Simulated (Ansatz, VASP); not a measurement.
**Two plane-wave programs on Ti**

```
CELL_PARAMETERS angstrom
0.00000 2.76687 2.76687
2.76687 0.00000 2.76687
2.76687 2.76687 0.00000
ATOMIC_POSITIONS crystal
Ti 0.12500 0.12500 0.12500
Ti 0.87500 0.87500 0.87500
```

Alike in both runs: functional PBEsol; k mesh 10 × 10 × 10; occupations fermi-dirac, width 0.1 eV; no spin polarisation.

Ansatz relaxed the structure, and its values are those at the end. VASP's run is a single point on that final structure, the one shown.

```csv
,VASP,Ansatz
version,VASP 6.6.1,Ansatz 0.2.0
potentials or method,"VASP PAW PBE potentials, release 64 (Ti_sv)","plane waves (420 eV) with PAW, scalar-relativistic"
plane-wave cutoff (eV),520,420
valence electrons in the cell,24,24
```

```csv
,VASP,Ansatz,Ansatz less VASP
pressure (GPa),0.2,0.0,-0.19
```

The functional is the same, so the differences come from potentials, cutoffs and numerics. Ansatz warned: «pseudo_functional_mismatch».

Caveats: the PAW data sets were made with another functional, which shifts forces and pressure a little (VASP).
